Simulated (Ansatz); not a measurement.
## BaS: start and end of a relaxation

The guess for BaS was made by a generator: random cell by space group and Wyckoff sites (P4/nmm, No. 129). Lengths were set from tabulated atomic sizes, so they are only a guess.

POSCAR.start

```
Ba S
1.0
     7.19935    0.00000    0.00000
     0.00000    7.19935    0.00000
     0.00000    0.00000    5.76155
Ba S
2 2
Direct
  0.00000 0.00000 0.00000
  0.50000 0.50000 0.00000
  0.00000 0.50000 0.57031
  0.50000 0.00000 0.42969
```

Theory: Ansatz, DFT PBE, scalar-relativistic, plane waves, PAW. Cutoff 420 eV, Gaussian smearing, Γ-centred meshes. Cell and atoms relax first on a coarse mesh and then on a converged one. In between, the cell is made exact in the group found at 0.06 Å. The steps can't lower the symmetry of their start. No spin polarisation.

POSCAR.end

```
Ba S
1.0
     3.84206    0.00000    0.00000
     0.00000    3.84206    0.00000
     0.00000    0.00000    3.84206
Ba S
1 1
Direct
  0.00000 0.00000 0.00000
  0.50000 0.50000 0.50000
```

The symmetry goes from P4/nmm (No. 129) to Pm-3m (No. 221), and the primitive cell from 4 to 2 atoms. The end has the caesium chloride type. The volume per atom shrinks by 62.0 %, from 74.7 to 28.4 Å³. The shortest distance goes from 4.37 Å (Ba–S) to 3.33 Å (Ba–S). The energy falls by about 1.8 eV/atom (the start's value is from the coarse mesh). The end is written in a standard setting, so origin, axes and order of atoms can differ from the start's.

```
Volume per atom                          : 28.36 Å³
Density                                  : 4.96 g/cm³
Formation energy                         : −1.923 eV/atom
Gap on the 8×8×8 mesh of the 2-atom cell : 1.57 eV
```

Energies over the elements count from the elements' standard structures at the same level, with no fitted energy shifts. It lies below the elements, which doesn't yet make it stable against other compounds or structures.

The last run used Gaussian smearing of 0.02 eV. Kohn–Sham gaps at this level usually fall short of measured ones. The reference form of S is held partly by dispersion forces, which this level lacks. A structure relaxed within its symmetry needn't be a true minimum. In all, the 3 runs took 4.6 min on 1 thread of Arm Neoverse N1 (shared host).
